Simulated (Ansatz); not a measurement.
(110) slab cut from the bulk of BiTe, Fm-3m (No. 225); the slab's formula is BiTe:

```xyz
10
Lattice="4.5725 0.0000 0.0000 0.0000 6.4665 0.0000 0.0000 0.0000 24.1451" Properties=species:S:1:pos:R:3 pbc="T T T"
Bi    2.2863    3.2333    7.5000
Te    2.2863    0.0000    7.5000
Bi    0.0000    0.0000    9.7863
Te    0.0000    3.2333    9.7863
Bi    2.2863    3.2333   12.0725
Te    2.2863    0.0000   12.0725
Bi    0.0000    0.0000   14.3588
Te    0.0000    3.2333   14.3588
Bi    2.2863    3.2333   16.6451
Te    2.2863    0.0000   16.6451
```

Method: Ansatz 0.2.0, DFT r2SCAN, scalar-relativistic, plane waves, PAW. Settings: cutoff 500 eV, Γ-centred mesh 8×6×1 on the computed 10-atom cell, Gaussian smearing of 0.10 eV; no spin polarisation. A dipole correction removes the field between periodic images along c.

(1) What forces act on the atoms?

Spin–orbit coupling is left out, which can shift energies with elements as heavy as these.

Answers

(1)
```json
{"atom": "Bi1", "Fx (eV/Å)": "0.000", "Fy (eV/Å)": "0.000", "Fz (eV/Å)": "0.336"}
{"atom": "Te2", "Fx (eV/Å)": "0.000", "Fy (eV/Å)": "0.000", "Fz (eV/Å)": "0.785"}
{"atom": "Bi3", "Fx (eV/Å)": "0.000", "Fy (eV/Å)": "0.000", "Fz (eV/Å)": "-0.809"}
{"atom": "Te4", "Fx (eV/Å)": "0.000", "Fy (eV/Å)": "0.000", "Fz (eV/Å)": "-0.399"}
{"atom": "Bi5", "Fx (eV/Å)": "0.000", "Fy (eV/Å)": "0.000", "Fz (eV/Å)": "0.000"}
{"atom": "Te6", "Fx (eV/Å)": "0.000", "Fy (eV/Å)": "0.000", "Fz (eV/Å)": "0.000"}
{"atom": "Bi7", "Fx (eV/Å)": "0.000", "Fy (eV/Å)": "0.000", "Fz (eV/Å)": "0.809"}
{"atom": "Te8", "Fx (eV/Å)": "0.000", "Fy (eV/Å)": "0.000", "Fz (eV/Å)": "0.399"}
{"atom": "Bi9", "Fx (eV/Å)": "0.000", "Fy (eV/Å)": "0.000", "Fz (eV/Å)": "-0.336"}
{"atom": "Te10", "Fx (eV/Å)": "0.000", "Fy (eV/Å)": "0.000", "Fz (eV/Å)": "-0.785"}
```

Cost: 1 run of about 2.8 core-minutes, on Intel Xeon 6975P-C (Granite Rapids) (shared hosts).